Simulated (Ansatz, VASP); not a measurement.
One calculation of Si, two programs

```
Si
1.0
     2.62111    0.00000    0.00000
    -1.31056    2.26995    0.00000
     0.00000    0.00000    2.44601
Si
1
Direct
  0.00000 0.00000 0.00000
```

Alike in both runs: functional PBE; dispersion D4; k mesh 14 × 14 × 13; occupations fermi-dirac, width 0.15 eV; no spin polarisation.

Ansatz relaxed the structure, and its values are those at the end. VASP's run is a single point on that final structure, the one shown.

|  | VASP | Ansatz |
| --- | --- | --- |
| version | VASP 6.6.1 | Ansatz 0.2.0 |
| potentials or method | VASP PAW PBE potentials, release 64 (Si) | plane waves, PAW |
| plane-wave cutoff (eV) | 520 | 558 |
| valence electrons in the cell | 4 | 4 |

|  | VASP | Ansatz | Ansatz less VASP |
| --- | --- | --- | --- |
| pressure (GPa) | -0.1 | 0.0 | +0.06 |
| dispersion energy (meV/atom) | -441.8 | -441.9 | -0.12 |

Caveats: pairwise dispersion overbinds metals, which lowers pressure and volume.
